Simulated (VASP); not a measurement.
Crystal: TaS2.

```
Ta S
1.0
     3.35000    0.00000    0.00000
    -1.67500    2.90119    0.00000
     0.00000    0.00000    5.86000
Ta S
1 2
Direct
  0.00000 0.00000 0.00000
  0.66667 0.33333 0.75000
  0.33333 0.66667 0.25000
```

- Program: VASP 6.6.1
- Task: relaxation of cell and atoms
- Functional: optPBE-vdW
- Potentials or basis: VASP PAW PBE potentials, release 64 (Ta_pv, S)
- Cutoff: 600 eV
- k mesh: 7 × 7 × 4
- Occupations: gaussian, width 0.05 eV
- Spin: spin-orbit coupling, no magnetisation

At the start: pressure 10.8 GPa; volume 18.98 Å³/atom.

Task: Where does the relaxation end?

Result: Over 7 steps the energy falls by 52.1 meV/atom and the volume is 20.07 Å³/atom (+5.7 %); space group P-3m1 (No. 164, to 0.05 Å).

Step by step:
| step | energy change (eV) | largest force (eV/Å) | pressure (GPa) | volume (Å³) |
| --- | --- | --- | --- | --- |
| 1 | 0.0000 | 1.4653 | 10.81 | 56.95 |
| 2 | 0.3138 | 1.9411 | -13.69 | 68.17 |
| 3 | -0.1536 | 0.0114 | -0.64 | 60.71 |
| 4 | -0.1540 | 0.0434 | -0.24 | 60.55 |
| 5 | -0.1540 | 0.0682 | -0.07 | 60.48 |
| 6 | -0.1558 | 0.0287 | 0.03 | 60.33 |
| 7 | -0.1562 | 0.0088 | 0.11 | 60.21 |

Final structure:
```cif
data_structure
_symmetry_space_group_name_H-M 'P 1'
_symmetry_Int_Tables_number 1
_cell_length_a 3.3922
_cell_length_b 3.3922
_cell_length_c 6.0415
_cell_angle_alpha 90.000
_cell_angle_beta 90.000
_cell_angle_gamma 120.000
_cell_volume 60.21
loop_
_atom_site_label
_atom_site_type_symbol
_atom_site_fract_x
_atom_site_fract_y
_atom_site_fract_z
_atom_site_occupancy
Ta1 Ta 0.00000 0.00000 0.00000 1
S1 S 0.66667 0.33333 0.74477 1
S2 S 0.33333 0.66667 0.25523 1
```

Caveat: the PAW data sets were made with another functional, which shifts forces and pressure a little.
